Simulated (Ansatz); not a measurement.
Input of an Ansatz 0.2.0 run:

Contents of input.yaml:

```yaml
crystal:
  lattice:
    - [0.0, 1.78337, 1.78337]
    - [1.78337, 0.0, 1.78337]
    - [1.78337, 1.78337, 0.0]
  atoms:
    - { symbol: C, position: [0.75, 0.75, 0.75] }
    - { symbol: C, position: [0.5, 0.5, 0.5] }
kpoints:
  mp_grid: { grid: [10, 10, 10] }
scf:
  occupations: { method: fermi_dirac, width: 0.05 }
hamiltonian:
  xc: pbesol
  pseudopotentials: { kind: all_electron, lapw: { basis_error: 0.001 } }
output:
  forces: true
  stress: true
elastic:
  mode: clamped_ion
  stencil: two_point
```

Potentials or basis: all-electron LAPW, scalar-relativistic.

Command:

```console
$ ansatz run input.yaml --threads 1 --pin off --max-ram 3072MiB --backend cpu --events-out ev --progress --plain --runs-dir out
```

Question: Estimate the clamped-ion elastic constants C11, C12, C44.

Answer: 1047, 126, 565 GPa.

Question: What does it give for the Voigt bulk modulus?

Answer: 433 GPa.

Question: Predict the pressure.

Answer: -4.8 GPa.

Elastic tensor in Voigt notation (GPa, ions clamped, in the Cartesian axes of the cell as first typed):
```
1047  126  126    0    0    0
 126 1047  126    0    0    0
 126  126 1047    0    0    0
   0    0    0  565    0    0
   0    0    0    0  565    0
   0    0    0    0    0  565
```

Caveat: the cell is more than 3 GPa from zero pressure, which shifts response properties.
